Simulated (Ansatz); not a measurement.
# Si/GaP/NiSi2: a contact from a semiconductor to a metal, part 5 of 5

Aim: where the metal's Fermi level sits in the semiconductor's gap in Si/GaP/NiSi2, and what the stack passes. The semiconductor is Si diamond(111), undoped, with its far face capped by hydrogen, and the metal is NiSi2 fluorite(111), with GaP zinc blende(111) between them (whole bilayers). After relaxation the nearest pair at the metal is Si–Ga at 2.44 Å, along the normal. The common net has a side of 3.868 Å, which strains the semiconductor by +0.0 %, the layer between by -0.7 % and the metal by +0.7 %, against typed lattice constants near PBE's. The first steps treat the bulk crystals alone.

Ansatz 0.2.0; PBE DFT, plane waves, PAW files (the session's first sound run).

So far. Step 7 (T(E) from the semiconductor into the metal, atomic …): The semiconductor's channels close between -0.45 and +0.20 eV. In the worse lead the potential repeats within 32 meV, which the program flags as too much for a lead, so the lead is short or a field runs through it.

### 9. The first cell with another functional, cutoff 500 eV

This step: r2SCAN DFT, plane waves, PAW files; ballistic transmission by layer matching between semi-infinite leads (Ansatz 0.2.0).

System of this step: Si/GaP/NiSi2. The cell holds 51 atoms: 37 Si, 2 P, 2 Ga, 9 Ni and 1 H. Cell: a = 3.868 Å, b = 3.868 Å, c = 93.218 Å, α = 90.0°, β = 90.0°, γ = 120.0°. Regions: left electrode, 20 atoms (20 Si); barrier, 4 atoms (2 P and 2 Ga); right electrode, 26 atoms (17 Si and 9 Ni). Vacuum lies along c.

r2SCAN opens the gap somewhat, so the first cell is run again with it to see how the barriers share the change.

Input file input.yaml:

```yaml
crystal:
  lattice:
    - [3.868, 0.0, 0.0]
    - [-1.934, 3.3497862618, 0.0]
    - [0.0, 0.0, 93.2181437142]
  atoms:
    - { symbol: Si, position: [0.66666667, 0.33333333, 0.166276643] }
    - { symbol: Si, position: [0.0, 0.0, 0.1747461154] }
    - { symbol: Si, position: [0.0, 0.0, 0.2001545329] }
    - { symbol: Si, position: [0.33333333, 0.66666667, 0.2086240054] }
    - { symbol: Si, position: [0.33333333, 0.66666667, 0.2340324228] }
    - { symbol: Si, position: [0.66666667, 0.33333333, 0.2425018953] }
    - { symbol: Si, position: [0.66666667, 0.33333333, 0.2679103127] }
    - { symbol: Si, position: [0.0, 0.0, 0.2763797852] }
    - { symbol: Si, position: [0.0, 0.0, 0.3017882026] }
    - { symbol: Si, position: [0.33333333, 0.66666667, 0.3102576751] }
    - { symbol: Si, position: [0.33333333, 0.66666667, 0.3356660925] }
    - { symbol: Si, position: [0.66666667, 0.33333333, 0.344135565] }
    - { symbol: Si, position: [0.66666667, 0.33333333, 0.3695439824] }
    - { symbol: Si, position: [0.0, 0.0, 0.3780134549] }
    - { symbol: Si, position: [0.0, 0.0, 0.4034218724] }
    - { symbol: Si, position: [0.33333333, 0.66666667, 0.4118913448] }
    - { symbol: Si, position: [0.33333333, 0.66666667, 0.4372997623] }
    - { symbol: Si, position: [0.66666667, 0.33333333, 0.4457692347] }
    - { symbol: Si, position: [0.66666667, 0.33333333, 0.4711416317] }
    - { symbol: Si, position: [0.0, 0.0, 0.4792989854] }
    - { symbol: P, position: [0.0, 0.0, 0.5037759119] }
    - { symbol: Ga, position: [0.33333333, 0.66666667, 0.512712451] }
    - { symbol: P, position: [0.33333333, 0.66666667, 0.5379366981] }
    - { symbol: Ga, position: [0.66666667, 0.33333333, 0.5468576316] }
    - { symbol: Si, position: [0.66666667, 0.33333333, 0.5730366492] }
    - { symbol: Ni, position: [0.0, 0.0, 0.581769752] }
    - { symbol: Si, position: [0.33333333, 0.66666667, 0.5882210696] }
    - { symbol: Si, position: [0.0, 0.0, 0.6050748339] }
    - { symbol: Ni, position: [0.33333333, 0.66666667, 0.6135257313] }
    - { symbol: Si, position: [0.66666667, 0.33333333, 0.6219766287] }
    - { symbol: Si, position: [0.33333333, 0.66666667, 0.638830393] }
    - { symbol: Ni, position: [0.66666667, 0.33333333, 0.6472812904] }
    - { symbol: Si, position: [0.0, 0.0, 0.6557321878] }
    - { symbol: Si, position: [0.66666667, 0.33333333, 0.6725859521] }
    - { symbol: Ni, position: [0.0, 0.0, 0.6810368495] }
    - { symbol: Si, position: [0.33333333, 0.66666667, 0.6894877469] }
    - { symbol: Si, position: [0.0, 0.0, 0.7063415112] }
    - { symbol: Ni, position: [0.33333333, 0.66666667, 0.7147924086] }
    - { symbol: Si, position: [0.66666667, 0.33333333, 0.723243306] }
    - { symbol: Si, position: [0.33333333, 0.66666667, 0.7400970703] }
    - { symbol: Ni, position: [0.66666667, 0.33333333, 0.7485479677] }
    - { symbol: Si, position: [0.0, 0.0, 0.7569988651] }
    - { symbol: Si, position: [0.66666667, 0.33333333, 0.7738526295] }
    - { symbol: Ni, position: [0.0, 0.0, 0.7823035268] }
    - { symbol: Si, position: [0.33333333, 0.66666667, 0.7907544242] }
    - { symbol: Si, position: [0.0, 0.0, 0.8076081886] }
    - { symbol: Ni, position: [0.33333333, 0.66666667, 0.816059086] }
    - { symbol: Si, position: [0.66666667, 0.33333333, 0.8245099834] }
    - { symbol: Si, position: [0.33333333, 0.66666667, 0.8413637477] }
    - { symbol: Ni, position: [0.66666667, 0.33333333, 0.8498146451] }
    - { symbol: H, position: [0.66666667, 0.33333333, 0.1501853549] }
kpoints:
  mp_grid: { grid: [8, 8, 1] }
scf:
  occupations: { method: fermi_dirac, width: 0.1 }
  max_iter: 150
hamiltonian:
  xc: r2scan
efield:
  axis: 3
  dipole_correction: true
output:
  transmission:
    kmesh: [12, 12]
    e_range: [-2.5, 2.5]
    de: 0.05
    leads: [[8, 10], [36, 39]]
  dos: { projected: true, e_range: [-6, 5], de: 0.05 }
  write_potential: true
  write_density: true
  volumetric_format: npy
```

On the command line:

```console
ansatz run input.yaml --threads 8 --pin off --max-ram 24576MiB --backend cpu --events-out ev --progress --plain --runs-dir out
```

Numbers of over 12 decimals in the logs are rounded to 6 here.

The program printed:

```text
[...]
Crystal: 51 atoms, lattice volume = 1207.825 Å³
Basis set: ecut = 500 eV, 30465 PW (Γ), exchange–correlation on 120×120×2880 points (64 copies of the dense FFT grid, shifted against one another)
Bands: 225, of which v1, the nominal top of the filled ones, is band 174 counted from 1 (173 counted from 0)
Symmetry: 6 space group operations
[...]
k-points: 10 of 64 (time reversal used)
[...]
SCF iter   1: F=—  HF=-85376.149081 eV  |F-HF|=—  |Δ(HF+E_count)|=         —  Δρ=1.34e-2  dr2=1.19e1  dr2_τ=7.03e-1  ethr=1.77e-3  p=-0.012 e·Å  D=-1.83e-3 V/Å  ΔV_dip=0.17 eV  dr2_dipole=1.43e0  V_vac-E_F(+/−)=3.77/3.60 eV  ⟨swp⟩=9.9  Hψ=12483  notcnv=0  defer=88
[...]
SCF iter  17: F=-85376.684842 eV  HF=-85376.684842 eV  |F-HF|=1.69e-8  |Δ(HF+E_count)|=   3.60e-8  Δρ=6.47e-7  dr2=2.95e-8  dr2_τ=5.87e-11  ethr=2.88e-11  p=0.012 e·Å  D=1.72e-3 V/Å  ΔV_dip=-0.16 eV  dr2_dipole=1.75e-9  V_vac-E_F(+/−)=4.04/4.20 eV  ⟨swp⟩=15.9  Hψ=9933  notcnv=0
SCF 1 converged in 17 iterations: F = -85376.684842 eV  dr2 = 2.95e-8
[...]
transmission: 122 of 1159 steps passed
transmission: 232 of 1159 steps passed
[...]
transmission: 1159 of 1159 steps passed
[...]
SCF converged after 17 iterations
Free energy (F): -85376.684842 eV
[...]
Internal energy: -85376.411702 eV  (E = F + TS)
E sigma→0 (E₀):  -85376.548272 eV
Entropy (-TS):   -0.273140 eV (-5.356 meV/atom)
Fermi energy:    5.239054 eV
Dipole field:    D = 0.001702 V/Å  (p = 0.011361 e·Å, saw-weighted, corrected)
Work function:   Φ+ = 4.0418 eV   Φ− = 4.2005 eV
[...]
--- Band table (eV; the first three rows and the last of 10) ---
  k-point 0: bands = [... 170 lower, 5.8942, 6.1271, 6.2787, 6.3489, 6.3567, 6.3567, 6.4615, 6.5034, ... 47 higher]
  k-point 1: bands = [... 170 lower, 5.6673, 5.8177, 5.8979, 5.9533, 6.0978, 6.2690, 6.3103, 6.4121, ... 47 higher]
  k-point 2: bands = [... 170 lower, 4.8185, 4.9846, 5.1518, 5.1606, 5.3059, 5.4994, 5.6825, 5.8133, ... 47 higher]
  k-point 9: bands = [... 170 lower, 3.4138, 3.6295, 4.2535, 4.2633, 4.8625, 5.6834, 5.9829, 6.0767, ... 47 higher]
--- Transmission ---
  basis      : 139 plane waves across, 61 finite elements along
  points     : 19, standing for a mesh of 12 x 12
[...]
channels       : 0.000000e0 a spin
[...]
slowest decay  : 0.1036 /Å at (0.4167, 0.0000)
[...]
channels       : 9.513889e-1 a spin
[...]
slowest decay  : 0.0374 /Å at (0.4167, 0.1667)
  junction   : crystal 0 to crystal 1, 29.71 to 65.06 Å
    transmission   : 0.000000e0 a spin
[...]
```

Wall time 6.7 min (8 threads of Arm Neoverse V2, shared host); peak memory 14 GiB; 50 min of CPU time.

Numbers from this step:

| Item | Value |
| --- | --- |
| free energy | -85376.6848 eV |
| Fermi energy | 5.239 eV |
| channels of the upper lead | 0.9514 |
| potential step in the lower lead | 31.1 meV |
| potential step in the upper lead | 5.3 meV |
| work function, upper face | 4.042 eV |
| work function, lower face | 4.200 eV |
| dipole along the normal | 0.01136 e·Å |
| dipole's counter field | 0.001702 V/Å |

One spin. Transmission, zone mean against energy, zero at the Fermi level:

| energy (eV) | transmission, zone mean |
| --- | --- |
| -2.50 | 0.496 |
| -2.35 | 0.424 |
| -2.25 | 0.386 |
| -2.10 | 0.304 |
| -1.95 | 0.240 |
| -1.80 | 0.161 |
| -1.70 | 0.134 |
| -1.55 | 0.101 |
| -1.40 | 0.0608 |
| -1.30 | 0.0365 |
| -1.15 | 0.0262 |
| -1.00 | 0.0103 |
| -0.90 | 0.00631 |
| -0.75 | 0.00218 |
| -0.60 | 0 |
| -0.45 | 0 |
| -0.35 | 0 |
| -0.20 | 0 |
| -0.05 | 0 |
| 0.00 | 0 |
| 0.05 | 0 |
| 0.20 | 2.9e-4 |
| 0.35 | 0.00458 |
| 0.45 | 0.0144 |
| 0.60 | 0.0303 |
| 0.75 | 0.0516 |
| 0.90 | 0.0844 |
| 1.00 | 0.0924 |
| 1.15 | 0.157 |
| 1.30 | 0.251 |
| 1.40 | 0.242 |
| 1.55 | 0.399 |
| 1.70 | 0.406 |
| 1.80 | 0.318 |
| 1.95 | 0.273 |
| 2.10 | 0.587 |
| 2.25 | 0.850 |
| 2.35 | 0.918 |
| 2.50 | 0.902 |

One spin. Open channels, zone mean against energy, zero at the Fermi level:

| energy (eV) | lower lead | upper lead |
| --- | --- | --- |
| -2.400 | 1.51 | 1.76 |
| -2.200 | 1.47 | 1.84 |
| -2.000 | 1.34 | 1.80 |
| -1.800 | 0.938 | 1.63 |
| -1.600 | 0.688 | 1.59 |
| -1.400 | 0.562 | 1.31 |
| -1.200 | 0.312 | 1.10 |
| -1.000 | 0.312 | 1.02 |
| -0.800 | 0.146 | 0.938 |
| -0.600 | 0 | 0.688 |
| -0.400 | 0 | 0.604 |
| -0.200 | 0 | 0.951 |
| 0.000 | 0 | 0.951 |
| 0.200 | 0.0417 | 1.16 |
| 0.400 | 0.208 | 1.37 |
| 0.600 | 0.333 | 1.53 |
| 0.800 | 0.583 | 1.67 |
| 1.000 | 0.75 | 1.80 |
| 1.200 | 0.944 | 2.01 |
| 1.400 | 1.36 | 1.67 |
| 1.600 | 1.49 | 1.49 |
| 1.800 | 1.99 | 0.757 |
| 2.000 | 2.15 | 0.938 |
| 2.200 | 2.38 | 2.45 |
| 2.400 | 1.95 | 2.85 |

Projected DOS an atom over height of the atomic layer and energy from the Fermi level. Layers: H Si Si Si Si Si Si Si Si Si Si Si Si Si Si Si Si Si Si Si Si P Ga P Ga Si Ni Si Si Ni Si Si Ni Si Si Ni Si Si Ni Si Si Ni Si Si Ni Si Si Ni Si Si Ni; projections on atoms miss part of the total, and the computed bands can run out at the top of the range; a column is the mean of 4 neighbouring layers, the last of those left over.

Ten even steps from '_' (0.00 states/eV) to '@' (2.51 states/eV), each cell a mean:
```
__________________________
________......____________
................__....__..
::::::::::::::............
..::..::::................
..::::::::................
..::::::::::....__......::
__..........__..........::
________..____............
______________............
________________________..
____________..__________::
____________..______....==
........__..::..........@@
..::::::::..::::--::::::++
::::::::::::==::==::::==--
::::::::::::++**@@++++@@::
::::::::::::----##====##::
..::::::::::::::--::::==::
::........::::--==----==..
________..::..----------..
____________............__
```
Columns: height of the atomic layer (Å) from 16.1 to 78.2 (not evenly spaced); rows upwards: energy from the Fermi level (eV) from -6 to 5.

The semiconductor's channels close between -0.65 and +0.20 eV. In the worse lead the potential repeats within 31 meV, which the program flags as too much for a lead, so the lead is short or a field runs through it.

### 10. What came out

```
valence edge of the semiconductor lead against the Fermi level, 4 planes    : -0.45 eV
conduction edge of the semiconductor lead against the Fermi level, 4 planes : +0.20 eV
valence edge of the semiconductor lead against the Fermi level, 6 planes    : -0.45 eV
conduction edge of the semiconductor lead against the Fermi level, 6 planes : +0.20 eV
valence edge of the semiconductor lead against the Fermi level, 8 planes    : -0.45 eV
conduction edge of the semiconductor lead against the Fermi level, 8 planes : +0.20 eV
valence edge of the semiconductor lead against the Fermi level, r2SCAN      : -0.65 eV
conduction edge of the semiconductor lead against the Fermi level, r2SCAN   : +0.20 eV
```

What this shows: The metal's Fermi level lies in the gap of the semiconductor, 0.20 eV under the first conduction channel and 0.45 eV over the last valence one, as read in the lead, away from the contact; bands can bend on the way there. The edges are read from the typed mesh and energy grid, to 0.05 eV at best; the semiconductor's potential still steps by 30 meV a period, so they depend on where the lead is cut. Adding 4 atomic planes to the layer under the metal moves the conduction edge by +0.00 eV, about one grid step or less. r2SCAN moves the edges to -0.65 and +0.20 eV, 0.85 eV apart on the grid against 0.65 eV. The semiconductor is undoped and only a few nanometres thick, with its far face capped by hydrogen. A semilocal functional narrows gaps, and the two barriers add up to the gap, so their sum is too small. No spin-orbit coupling, phonons, disorder or image charges enter; the interfaces are ordered, one cell wide and lattice-matched by strain. Semilocal gaps are too small, which can bring a band edge of the barrier nearer to the Fermi level than it is.

[Logs are printed without paths, hosts, clocks, repeated set-up lines and the standing remarks that a program may print on its own settings, such as how far it seeks lower states.]

[Hosts, paths, dates, database ids (printed as entryN), source tags and the programs' standing remarks are cut or masked in the printed files.]
